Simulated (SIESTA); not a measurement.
BaTiO3:

```
Ba Ti O
1.0
     3.99980    0.00000    0.00000
     0.00000    3.99980    0.00000
     0.00000    0.00000    4.01800
Ba Ti O
1 1 3
Direct
  0.00000 0.00000 0.00000
  0.50000 0.50000 0.49000
  0.00000 0.50000 0.51700
  0.50000 0.00000 0.51700
  0.50000 0.50000 0.01900
```

| Property | Result |
| --- | --- |
| Program | SIESTA 5.4.2 |
| Task | single point |
| Functional | PBE |
| Potentials or basis | PseudoDojo 0.4 standard (PBE files) |
| Basis | DZP (energy shift 0.003 Ry; two zetas on semicore shells; d shell added on Ba) |
| Grid cutoff | 800 Ry |
| Energy shift | 0.003 Ry |
| k mesh | 7 × 7 × 7 |
| Occupations | fermi-dirac, width 0.05 eV |
| Spin | no spin polarisation |

On this cell: pressure 4.6 GPa; largest force 0.213 eV/Å; band gap on the k mesh 1.81 eV, indirect (least direct gap 1.99 eV).

The same run follows on a disturbed copy (atoms moved at random, drawn with an rms of 0.05 Å):

```
Ba Ti O
1.0
     3.99980    0.00000    0.00000
     0.00000    3.99980    0.00000
     0.00000    0.00000    4.01800
Ba Ti O
1 1 3
Direct
  0.99009 0.01538 0.99613
  0.49689 0.50035 0.49338
  0.99631 0.50045 0.51255
  0.51343 0.00046 0.52163
  0.50648 0.49304 0.02463
```

Q: What does the disturbed cell give?

A: The energy moves by +9.9 meV/atom; pressure 5.2 GPa; largest force 0.686 eV/Å; band gap on the k mesh 1.83 eV, indirect (least direct gap 2.00 eV).

Forces on the atoms (eV/Å):
```
Ba   0.353 -0.495  0.319
Ti  -0.053  0.201 -0.239
O    0.452  0.092  0.070
O   -0.450 -0.052 -0.133
O   -0.304  0.254 -0.014
```

Stress tensor (GPa, compression positive):
```
 5.00 -0.26  0.54
-0.26  4.49 -0.19
 0.54 -0.19  5.98
```

Caveats: this set's barium file shifts pressures by up to 1 GPa against other sets; spin-orbit coupling is left out, which moves the levels of the heavy elements; an odd mesh through Γ misses points on the zone boundary, where band edges often lie; the basis of atomic orbitals isn't converged, which shifts pressures, moduli and gaps.
